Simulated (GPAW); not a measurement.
# In (I4/mmm) in GPAW: convergence with basis set

Aim: find how far basis set must go before the results for In settle, at LDA. This setting moves, with any that are tied to it; all else stays.

Program: GPAW 26.7.0. These are calculated values, not measurements. Logs are shortened: lines on timing, memory, paths and dates and some standing lists are left out, and cuts for length are marked. The log counts tension as positive stress, the text compression.

## (1) Starting point

It takes space group I4/mmm (No. 139, tetragonal). Conventional cell: a = 3.251 Å, b = 3.251 Å, c = 4.947 Å, α = 90.00°, β = 90.00°, γ = 90.00°. Around In (site symmetry 4/mmm) lie 12 In at 3.25 to 3.38 Å.

## (2) With basis set lcao:sz(dzp)

run.py reads:

```python
from ase import Atoms
from ase.dft.bandgap import bandgap
from ase.io import write
from gpaw import GPAW

atoms = Atoms(['In'],
              cell=[[-1.62547, 1.62547, 2.4737],
                    [1.62547, -1.62547, 2.4737],
                    [1.62547, 1.62547, -2.4737]],
              scaled_positions=[[0.0, 0.0, 0.0]],
              pbc=True)

calc = GPAW(mode='lcao',
            h=0.16,
            basis='sz(dzp)',
            xc='LDA',
            kpts={'size': (9, 9, 9), 'gamma': True},
            occupations={'name': 'fermi-dirac', 'width': 0.05},
            convergence={'density': 1e-05, 'energy': 1e-05},
            maxiter=100,
            txt='gpaw.txt')
atoms.calc = calc
energy = atoms.get_potential_energy()
forces = atoms.get_forces()
calc.write('gs.gpw')
write('result.traj', atoms)
print(f'Energy: {energy:.6f} eV')
print('Forces (eV/A):')
print(forces.round(4))
print('Fermi level:', round(calc.get_fermi_level(), 4), 'eV')
print(f'Gap: {bandgap(calc)[0]:.4f} eV, direct: {bandgap(calc, direct=True)[0]:.4f} eV')
```

Potentials or basis: the program's PAW data sets (release 1.2.1) made for this functional, lcao:sz(dzp).

On the command line:

```bash
$ OMP_NUM_THREADS=1 python run.py
```

gpaw.txt:

```text
__  _  _
 | _ |_)|_||  |
 |__||  | ||/\| - 26.7.0

Input parameters:
  mode=LCAO(),
  basis={'default': 'sz(dzp)'},
  convergence={'density': 1e-05, 'energy': 1e-05},
  h=0.16,
  kpts=MonkhorstPack(size=(9, 9, 9), gamma=True),
  maxiter=100,
  occupations=Occupations(name='fermi-dirac', width=0.05),
  xc=XC(name='LDA')

       In

Atoms  # Å, Bohr magnetons
|   | symbol |        x |        y |        z |    initial magnetic moments |
|---|--------|----------|----------|----------|-----------------------------|
| 0 |     In | 0.000000 | 0.000000 | 0.000000 | ( 0.0000,  0.0000,  0.0000) |

Unit cell  # Å
| periodic |         x |         y |         z |  lengths |     angles |
|----------|-----------|-----------|-----------|----------|------------|
|      yes | -1.625470 |  1.625470 |  2.473700 | 3.376906 | 122.452932 |
|      yes |  1.625470 | -1.625470 |  2.473700 | 3.376906 | 122.452932 |
|      yes |  1.625470 |  1.625470 | -2.473700 | 3.376906 |  85.801437 |

Number of symmetries: 16
Symmetry operations  # r_c * U_cc + t_c -> r_c
|    | kind |            matrix            |
|----|------|------------------------------|
|  0 |  σ   |  1, 1, 1,  0, 0,-1,  0,-1, 0 |
|  1 |  C4  |  1, 1, 1,  0, 0,-1, -1, 0, 0 |
|  2 |  E   |  1, 0, 0,  0, 1, 0,  0, 0, 1 |
|  3 |  σ   |  1, 0, 0,  0, 1, 0, -1,-1,-1 |
|  4 |  σ   |  0, 1, 0,  1, 0, 0,  0, 0, 1 |
|  5 |  C2  |  0, 1, 0,  1, 0, 0, -1,-1,-1 |
|  6 |  C2  |  0, 0, 1, -1,-1,-1,  1, 0, 0 |
|  7 |  S4  |  0, 0, 1, -1,-1,-1,  0, 1, 0 |
|  8 |  C4  |  0, 0,-1,  1, 1, 1,  0,-1, 0 |
|  9 |  σ   |  0, 0,-1,  1, 1, 1, -1, 0, 0 |
| 10 |  σ   |  0,-1, 0, -1, 0, 0,  1, 1, 1 |
| 11 |  C2  |  0,-1, 0, -1, 0, 0,  0, 0,-1 |
| 12 |  C2  | -1, 0, 0,  0,-1, 0,  1, 1, 1 |
| 13 |  i   | -1, 0, 0,  0,-1, 0,  0, 0,-1 |
| 14 |  S4  | -1,-1,-1,  0, 0, 1,  1, 0, 0 |
| 15 |  C2  | -1,-1,-1,  0, 0, 1,  0, 1, 0 |

BZ-sampling:
  Number of BZ points: 729
  Number of IBZ points: 75

  Monkhorst-Pack size: [9, 9, 9]
  Monkhorst-Pack shift: [0, 0, 0]

K-points  # in reciprocal-cell coordinates
|     |                                coordinates |     weight |
|-----|--------------------------------------------|------------|
|   0 | (  0.00000000,   0.00000000,   0.00000000) | 0.00137174 |
|   1 | (  0.11111111,  -0.11111111,   0.00000000) | 0.00548697 |
|   2 | (  0.11111111,  -0.11111111,   0.11111111) | 0.00548697 |
|   3 | (  0.11111111,   0.00000000,   0.00000000) | 0.01097394 |
|   4 | (  0.11111111,   0.11111111,  -0.11111111) | 0.00274348 |
|   5 | (  0.22222222,  -0.22222222,   0.00000000) | 0.00548697 |
|   6 | (  0.22222222,  -0.22222222,   0.11111111) | 0.01097394 |
|   7 | (  0.22222222,  -0.22222222,   0.22222222) | 0.00548697 |
|   8 | (  0.22222222,  -0.11111111,   0.00000000) | 0.02194787 |
|   9 | (  0.22222222,  -0.11111111,   0.11111111) | 0.01097394 |
| ... |                                            |            |
|  74 | (  0.44444444,   0.44444444,   0.44444444) | 0.01097394 |

basis functions: 9
Spin-components: 1 (collinear spins)
Bands:           9
Projectors:      6
Spin-degeneracy: 2
Datatype:        <class 'complex'>

Parallelization:
  kpt:    1
  domain: 1
  band:   1

Density:
  Valence electrons: 13.0
  Components: 1
  Grid points: [16 16 16]
  Charge: 0.0  # |e|

Potential:
  Grid points: [16 16 16]

species:
  In:
    name:    Indium
    Z:       49.0
    valence: 13
    core:    36
    charge:  0.0  # [|e|]
    compensation charges:
      type: gauss
      rc: 0.36  # [Å]
      lmax: 2
    cutoffs:
      filter: 2.09  # [Å]
      core: 2.48  # [Å]
    projectors
    | kind |    occ | energy [eV] | rcut [Å] |
    |------|--------|-------------|----------|
    |   5s |  2.000 |      -8.474 |    1.185 |
    |   5p |  1.000 |      -2.700 |    1.244 |
    |   4d | 10.000 |     -18.723 |    1.148 |
    |    s |        |      18.738 |    1.185 |
    |    p |        |      24.512 |    1.244 |
    |    d |        |       8.489 |    1.148 |

    LCAO basis set for In:
      Name: sz(dzp)
      File: <dir>
      Number of radial functions: 3
      Number of spherical harmonics: 9
        l=0, rc=7.7188 Bohr: 5s-sz confined orbital
        l=1, rc=10.7500 Bohr: 5p-sz confined orbital
        l=2, rc=4.4219 Bohr: 4d-sz confined orbital
      Number of RI-basis functions 0

Reference energy: -159834.290422  # eV

eigensolver:
  <gpaw.new.lcao.eigensolver.LCAOEigensolver object>
density mixing:
  MSR1-Mixer
  Pratt-step length: 0.05
  Maximum mixing coefficient: 0.75
  Old densities: 10
  SVD Regularization: 0.005
  Good broyden scale: 1.0
  Trust region scale: 1.0
  Backstep threshold: 4.0
  History deletion threshold: 6.0
  Fourier metric: weight=20.0, sigma=0.015

occupation numbers:
  Fermi-Dirac:
    width: 0.0500  # eV

FastPoissonSolver using
    Stencil: 12*3+1=37 point O(h^6) finite-difference Laplacian
    FFT axes: [np.int64(0), np.int64(1), np.int64(2)]
    FST axes: []

xc functional:
  name: None
interpolation: tri-quintic # 5. degree polynomial

       In

Atoms  # Å, Bohr magnetons
|   | symbol |        x |        y |        z |    initial magnetic moments |
|---|--------|----------|----------|----------|-----------------------------|
| 0 |     In | 0.000000 | 0.000000 | 0.000000 | ( 0.0000,  0.0000,  0.0000) |

Unit cell  # Å
| periodic |         x |         y |         z |  lengths |     angles |
|----------|-----------|-----------|-----------|----------|------------|
|      yes | -1.625470 |  1.625470 |  2.473700 | 3.376906 | 122.452932 |
|      yes |  1.625470 | -1.625470 |  2.473700 | 3.376906 | 122.452932 |
|      yes |  1.625470 |  1.625470 | -2.473700 | 3.376906 |  85.801437 |

Number of symmetries: 16
Symmetry operations  # r_c * U_cc + t_c -> r_c
|    | kind |            matrix            |
|----|------|------------------------------|
|  0 |  σ   |  1, 1, 1,  0, 0,-1,  0,-1, 0 |
|  1 |  C4  |  1, 1, 1,  0, 0,-1, -1, 0, 0 |
|  2 |  E   |  1, 0, 0,  0, 1, 0,  0, 0, 1 |
|  3 |  σ   |  1, 0, 0,  0, 1, 0, -1,-1,-1 |
|  4 |  σ   |  0, 1, 0,  1, 0, 0,  0, 0, 1 |
|  5 |  C2  |  0, 1, 0,  1, 0, 0, -1,-1,-1 |
|  6 |  C2  |  0, 0, 1, -1,-1,-1,  1, 0, 0 |
|  7 |  S4  |  0, 0, 1, -1,-1,-1,  0, 1, 0 |
|  8 |  C4  |  0, 0,-1,  1, 1, 1,  0,-1, 0 |
|  9 |  σ   |  0, 0,-1,  1, 1, 1, -1, 0, 0 |
| 10 |  σ   |  0,-1, 0, -1, 0, 0,  1, 1, 1 |
| 11 |  C2  |  0,-1, 0, -1, 0, 0,  0, 0,-1 |
| 12 |  C2  | -1, 0, 0,  0,-1, 0,  1, 1, 1 |
| 13 |  i   | -1, 0, 0,  0,-1, 0,  0, 0,-1 |
| 14 |  S4  | -1,-1,-1,  0, 0, 1,  1, 0, 0 |
| 15 |  C2  | -1,-1,-1,  0, 0, 1,  0, 1, 0 |

BZ-sampling:
  Number of BZ points: 729
  Number of IBZ points: 75

  Monkhorst-Pack size: [9, 9, 9]
  Monkhorst-Pack shift: [0, 0, 0]

K-points  # in reciprocal-cell coordinates
|     |                                coordinates |     weight |
|-----|--------------------------------------------|------------|
|   0 | (  0.00000000,   0.00000000,   0.00000000) | 0.00137174 |
|   1 | (  0.11111111,  -0.11111111,   0.00000000) | 0.00548697 |
|   2 | (  0.11111111,  -0.11111111,   0.11111111) | 0.00548697 |
|   3 | (  0.11111111,   0.00000000,   0.00000000) | 0.01097394 |
|   4 | (  0.11111111,   0.11111111,  -0.11111111) | 0.00274348 |
|   5 | (  0.22222222,  -0.22222222,   0.00000000) | 0.00548697 |
|   6 | (  0.22222222,  -0.22222222,   0.11111111) | 0.01097394 |
|   7 | (  0.22222222,  -0.22222222,   0.22222222) | 0.00548697 |
|   8 | (  0.22222222,  -0.11111111,   0.00000000) | 0.02194787 |
|   9 | (  0.22222222,  -0.11111111,   0.11111111) | 0.01097394 |
| ... |                                            |            |
|  74 | (  0.44444444,   0.44444444,   0.44444444) | 0.01097394 |

basis functions: 9
Spin-components: 1 (collinear spins)
Bands:           9
Projectors:      6
Spin-degeneracy: 2
Datatype:        <class 'complex'>

Parallelization:
  kpt:    1
  domain: 1
  band:   1

Density:
  Valence electrons: 13.0
  Components: 1
  Grid points: [16 16 16]
  Charge: 0.0  # |e|

Potential:
  Grid points: [16 16 16]

species:
  In:
    name:    Indium
    Z:       49.0
    valence: 13
    core:    36
    charge:  0.0  # [|e|]
    compensation charges:
      type: gauss
      rc: 0.36  # [Å]
      lmax: 2
    cutoffs:
      filter: 2.09  # [Å]
      core: 2.48  # [Å]
    projectors
    | kind |    occ | energy [eV] | rcut [Å] |
    |------|--------|-------------|----------|
    |   5s |  2.000 |      -8.474 |    1.185 |
    |   5p |  1.000 |      -2.700 |    1.244 |
    |   4d | 10.000 |     -18.723 |    1.148 |
    |    s |        |      18.738 |    1.185 |
    |    p |        |      24.512 |    1.244 |
    |    d |        |       8.489 |    1.148 |

    LCAO basis set for In:
      Name: sz(dzp)
      File: <dir>
      Number of radial functions: 3
      Number of spherical harmonics: 9
        l=0, rc=7.7188 Bohr: 5s-sz confined orbital
        l=1, rc=10.7500 Bohr: 5p-sz confined orbital
        l=2, rc=4.4219 Bohr: 4d-sz confined orbital
      Number of RI-basis functions 0

Reference energy: -159834.290422  # eV

eigensolver:
  <gpaw.new.lcao.eigensolver.LCAOEigensolver object>
density mixing:
  MSR1-Mixer
  Pratt-step length: 0.05
  Maximum mixing coefficient: 0.75
  Old densities: 10
  SVD Regularization: 0.005
  Good broyden scale: 1.0
  Trust region scale: 1.0
  Backstep threshold: 4.0
  History deletion threshold: 6.0
  Fourier metric: weight=20.0, sigma=0.015

occupation numbers:
  Fermi-Dirac:
    width: 0.0500  # eV

FastPoissonSolver using
    Stencil: 12*3+1=37 point O(h^6) finite-difference Laplacian
    FFT axes: [np.int64(0), np.int64(1), np.int64(2)]
    FST axes: []

xc functional:
  name: None
interpolation: tri-quintic # 5. degree polynomial

convergence criteria:
- Maximum integral of absolute [dens]ity change: 1e-05 electrons / valence electron
- Maximum [total energy] change in last 3 cyles: 1e-05 eV / valence electron
- Maximum integral of absolute [eigenst]ate change: 4e-08 eV^2 / valence electron
maximum number of iterations: 100

SCF iterations
|iter     | |      energy | eigst |  dens |
|---------|-|-------------|-------|-------|
|iter:   1| |   -2.421461 |      c|       |
|iter:   2| |   -2.420521 |      c| -1.61 |
|iter:   3| |   -2.412709 |      c| -1.63 |
|iter:   4| |   -2.411971 |      c| -2.15 |
|iter:   5| |   -2.411969 |      c| -4.01 |
|iter:   6| |   -2.411969c|      c| -4.54 |
|iter:   7| |   -2.411969c|      c| -6.29c|

Converged in 7 steps
Energy contributions relative to reference atoms: (reference = -159834.290422)

Energy contributions:
  Kinetic:          48.305922
  Coulomb:         -43.485138
  Zero:              0.103102
  External:          0.000000
  Xc:               -7.333300
  Entropy:          -0.005109
  Spinorbit:         0.000000
  ----------------------------
  Free energy:      -2.414524
  Extrapolated:     -2.411969

dipole moment: (-5.464640, -5.464640, -8.316291)  # |e|*Ang

Fermi level: 6.905
Eigenvalues  # (at kpt = [0.000, 0.000, 0.000])
| band index |      eig [eV] | occ [0-2] |
|------------|---------------|-----------|
|          0 |        -6.809 |     2.000 |
|          1 |        -6.707 |     2.000 |
|          2 |        -6.707 |     2.000 |
|          3 |        -6.664 |     2.000 |
|          4 |        -6.575 |     2.000 |
|          5 |        -2.872 |     2.000 |
|          6 |        17.885 |     0.000 |
|          7 |        17.938 |     0.000 |
|          8 |        17.939 |     0.000 |

No gap
No difference between direct/indirect transitions

Forces  # eV/Ang
|        x |       y |        z |
|----------|---------|----------|
| -0.00000 | 0.00000 | -0.00000 |  # In   0

# Writing to gs.gpw (mode='')
```

It took 44 s on 1 thread of Arm Neoverse V1, shared host; peak memory 0.14 GiB.

What came out:

| Property | Result |
| --- | --- |
| Free energy | -2.4145 eV |
| Band gap on the k mesh | none (metal or under the smearing width) |

## (3) With basis set lcao:szp(dzp)

run.py: that of step 2 with these lines changed.

```diff
@@ -14,3 +14,3 @@
             h=0.16,
-            basis='sz(dzp)',
+            basis='szp(dzp)',
             xc='LDA',
```

Potentials or basis: the program's PAW data sets (release 1.2.1) made for this functional, lcao:szp(dzp).

On the command line:

```bash
$ OMP_NUM_THREADS=1 python run.py
```

It took 2.8 min on 1 thread of Arm Neoverse V1, shared host; peak memory 0.15 GiB.

Results:

```yaml
Free_energy: -2.8811 eV
Band_gap_on_the_k_mesh: none (metal or under the smearing width)
```

## (4) With basis set lcao:dz(dzp)

run.py: that of step 3 with these lines changed.

```diff
@@ -14,3 +14,3 @@
             h=0.16,
-            basis='szp(dzp)',
+            basis='dz(dzp)',
             xc='LDA',
```

Potentials or basis: the program's PAW data sets (release 1.2.1) made for this functional, lcao:dz(dzp).

On the command line:

```bash
$ OMP_NUM_THREADS=1 python run.py
```

It took 68 s on 1 thread of Arm Neoverse V1, shared host; peak memory 0.15 GiB.

Results:

* Free energy: -2.8432 eV
* Band gap on the k mesh: none (metal or under the smearing width)

## (5) With basis set lcao:dzp

run.py: that of step 4 with these lines changed.

```diff
@@ -14,3 +14,3 @@
             h=0.16,
-            basis='dz(dzp)',
+            basis='dzp',
             xc='LDA',
```

Potentials or basis: the program's PAW data sets (release 1.2.1) made for this functional, lcao:dzp.

On the command line:

```bash
$ OMP_NUM_THREADS=1 python run.py
```

Run time: 3.7 min. Hardware: 1 thread of Arm Neoverse V1, shared host; peak memory 0.16 GiB.

It converged, with:

| Quantity | Value |
| --- | --- |
| Free energy | -3.0612 eV |
| Band gap on the k mesh | none (metal or under the smearing width) |

## (6) With basis set fd

run.py: that of step 5 with these lines changed.

```diff
@@ -12,5 +12,4 @@
 
-calc = GPAW(mode='lcao',
+calc = GPAW(mode='fd',
             h=0.16,
-            basis='dzp',
             xc='LDA',
@@ -18,2 +17,3 @@
             occupations={'name': 'fermi-dirac', 'width': 0.05},
+            nbands=14,
             convergence={'density': 1e-05, 'energy': 1e-05},
```

Potentials or basis: the program's PAW data sets (release 1.2.1) made for this functional, fd.

On the command line:

```bash
$ OMP_NUM_THREADS=1 python run.py
```

Run time: 37 s. Hardware: 1 thread of Arm Neoverse V1, shared host; peak memory 0.26 GiB.

The run converged. Its results:

```yaml
Free_energy: -3.4876 eV
Band_gap_on_the_k_mesh: none (metal or under the smearing width)
```

## (7) With basis set pw

run.py: that of step 6 with these lines changed.

```diff
@@ -3,3 +3,4 @@
 from ase.io import write
-from gpaw import GPAW
+from ase.units import GPa
+from gpaw import GPAW, PW
 
@@ -12,4 +13,3 @@
 
-calc = GPAW(mode='fd',
-            h=0.16,
+calc = GPAW(mode=PW(600),
             xc='LDA',
@@ -24,2 +24,3 @@
 forces = atoms.get_forces()
+stress = atoms.get_stress()
 calc.write('gs.gpw')
@@ -29,2 +30,3 @@
 print(forces.round(4))
+print('Stress (GPa):', (stress / GPa).round(3))
 print('Fermi level:', round(calc.get_fermi_level(), 4), 'eV')
```

Potentials or basis: the program's PAW data sets (release 1.2.1) made for this functional, pw.

On the command line:

```bash
$ OMP_NUM_THREADS=1 python run.py
```

Wall time 13 s (1 thread of Arm Neoverse V1, shared host); peak memory 0.15 GiB.

The run converged. Its results:

| Property | Result |
| --- | --- |
| Free energy | -3.4255 eV |
| Pressure | -2.7 GPa |
| Band gap on the k mesh | none (metal or under the smearing width) |

## (8) The series at a glance

```csv
basis set,"energy less the tightest run, at zero smearing (meV/atom)",SCF cycles,CPU time (s),peak memory (GiB)
lcao:sz(dzp),1010.99,7,44,0.14
lcao:szp(dzp),544.42,7,170,0.15
lcao:dz(dzp),582.28,8,68,0.15
lcao:dzp,364.37,8,220,0.16
fd,-62.14,10,37,0.26
pw,0.00,8,13,0.15
```

Not settled before the last step: the energy (to 1 meV/atom). The tightest run that finished is the yardstick and may itself not be fully converged.
